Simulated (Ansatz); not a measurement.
Gas-phase electronic energies from Ansatz, PBE0-D4/def2-TZVP geometries. CBS: MP2 limit from def2 TZ/QZ plus the TZ coupled-cluster correction, frozen cores. This one scheme is used for every species. No spin–orbit coupling; open shells (•) take unrestricted orbitals.

CH₃NH₂ + `F[C](F)F`• → `[CH2]N`• + `FC(F)F`  (hydrogen abstraction from a C–H bond)

```tsv
species	HF/CBS(def2) energy (Eh)
CH₃NH₂	-95.26299
`F[C](F)F`•	-336.30108
`[CH2]N`•	-94.64036
`FC(F)F`	-336.94256
```

Q: Work out ΔE.

A: ΔE = (-94.64036) + (-336.94256) − (-95.26299) − (-336.30108) = -0.01885 Eh = -11.8 kcal/mol. CCSD(T)/CBS gives -13.7 kcal/mol.

Largest T1 diagnostic among the species: 0.016.

From BLYP to BHLYP (50 % exact exchange), in def2-TZVPP and without D4, ΔE moves by −0.9 kcal/mol. In def2-TZVPP, CCSD(T) changes the Hartree–Fock value by −1.4 kcal/mol (the triples alone add +0.1 kcal/mol) and MP2 by −0.8 kcal/mol.
